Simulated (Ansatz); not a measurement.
# BN: the band gap up the ladder of functionals

One table from this session's results is given with a row withheld; the runs are named, their logs left out.

The runs shown are made with Ansatz 0.2.0. PAW datasets, plane waves. Computed at 0 K without zero-point motion; spin polarisation is off.

**Starting point**

The cell was relaxed beforehand with r2SCAN.

It is cubic, F-43m (No. 216); conventional cell a = 3.610 Å, 5.88 Å³ an atom. B has 4 N at 1.56 Å; N has 4 B at 1.56 Å.

Coordinates:

```
B N
1.0
     0.00000    1.80482    1.80482
     1.80482    0.00000    1.80482
     1.80482    1.80482    0.00000
B N
1 1
Direct
  0.00000 0.00000 0.00000
  0.25000 0.25000 0.25000
```

The first run:

input.yaml reads:

```yaml
crystal:
  lattice:
    - [0.0, 1.8048245554, 1.8048245554]
    - [1.8048245554, 0.0, 1.8048245554]
    - [1.8048245554, 1.8048245554, 0.0]
  atoms:
    - { symbol: B, position: [0.0, 0.0, 0.0] }
    - { symbol: "N", position: [0.25, 0.25, 0.25] }
kpoints:
  mp_grid: { grid: [12, 12, 12] }
  band_path:
    path:
      - [[0.0, 0.0, 0.0], [-0.5, -0.5, -6.528638914523e-34], [-0.375, -0.375, 0.25]]
      - [[-0.375, 2.493162553711e-18, 0.375], [0.0, 0.0, 0.0], [-8.968156795305e-18, -8.968156795305e-18, 0.5], [-0.5, -0.25, 0.25], [-0.5, -0.5, -6.528638914523e-34]]
    npoints: 10
hamiltonian:
  xc: pbe
scf:
  occupations: { method: fermi_dirac, width: 0.02 }
  n_extra_bands: 4
output:
  forces: true
  stress: true
  eigenvalues: true
```

On the command line:

```console
> ansatz run input.yaml --threads 1 --pin off --max-ram 2304MiB --backend cpu --events-out ev --progress --plain --runs-dir out
```

Among the steps run: PBE bands along the symmetry lines; Single point with r2SCAN; Single point with HSE06; PBE0 at the same geometry; Single point with LDA; One-shot GW from PBE; Quasiparticle levels, G0W0@PBE; DDH-PBE0; Hartree-Fock at the same geometry; r2SCAN0 at the same geometry.

One table of the session follows, with a row left open; its other results are not shown here.

```
                    level  gap (eV)
                      PBE      4.48
                   r2SCAN      5.00
                    HSE06      5.79
                     PBE0      6.56
                      LDA      4.37
G0W0@PBE (35 empty bands)      5.91
G0W0@PBE (87 empty bands)      6.14
                 DDH-PBE0      6.28
             Hartree-Fock     13.73
                  r2SCAN0         ?
```

Estimate the missing values for r2SCAN0.

The run gave: gap (eV): 6.89. In the column «gap (eV)» it lies between PBE0 (6.56) and Hartree-Fock (13.73).

Meshes: PBE 12×12×12, r2SCAN 12×12×12, HSE06 8×8×8, PBE0 8×8×8, LDA 12×12×12, DDH-PBE0 8×8×8, Hartree-Fock 8×8×8, r2SCAN0 8×8×8

Caveats from the session: Warnings in the runs' records: stress scf threshold loose, stress exchange threshold loose.
